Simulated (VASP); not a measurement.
Input of a VASP 6.6.1 run:

Contents of POSCAR:

```
YN                                      
1.0
   -0.0000000000      2.4434190361      2.4434190361
    2.4434190361     -0.0000000000      2.4434190361
    2.4434190361      2.4434190361     -0.0000000000
  Y               N             
     1     1
Direct
     0.0000000000000000    0.0000000000000000    0.0000000000000000
     0.5000000000000000    0.5000000000000000    0.5000000000000000
```

INCAR.step1

```
SYSTEM = YN
PREC = Accurate ; ENCUT = 520
EDIFF = 1E-5 ; ISMEAR = 0
SIGMA = 0.02 ; LREAL = .FALSE.
LASPH = .TRUE. ; NELM = 80
ALGO = Normal ; ISIF = 2
LWAVE = .TRUE. ; GGA = PE
KPAR = 4
```

The input INCAR.step2:

```
SYSTEM = YN
PREC = Accurate ; ENCUT = 520
EDIFF = 1E-6 ; ISMEAR = 0
SIGMA = 0.02 ; LREAL = .FALSE.
LASPH = .TRUE. ; NELM = 80
ALGO = Normal ; ISIF = 2
LWAVE = .FALSE. ; LCHARG = .TRUE.
GGA = PE ; LHFCALC = .TRUE.
HFSCREEN = 0.2 ; PRECFOCK = Fast
LVHAR = .TRUE. ; ISTART = 1
KPAR = 4
```

Contents of KPOINTS:

```
Automatic mesh
0
G
  8 8 8
  0 0 0
```

Potentials or basis: VASP PAW PBE potentials, release 64 (Y_sv, N).

Launch:

```sh
$ cat potpaw_PBE.64/Y_sv/POTCAR potpaw_PBE.64/N/POTCAR > POTCAR
$ cp INCAR.step1 INCAR
$ mpirun -np 4 vasp_std > vasp.out
$ cp INCAR.step2 INCAR
$ mpirun -np 4 vasp_std > vasp.out
```

Question: Estimate the band gap on the k mesh.

Answer: 1.10 eV, indirect (least direct gap 1.57 eV).

Question: Estimate the pressure.

Answer: -0.9 GPa.

Caveat: the PAW data sets were made with another functional, which shifts forces and pressure a little. A k mesh can miss the band edges.
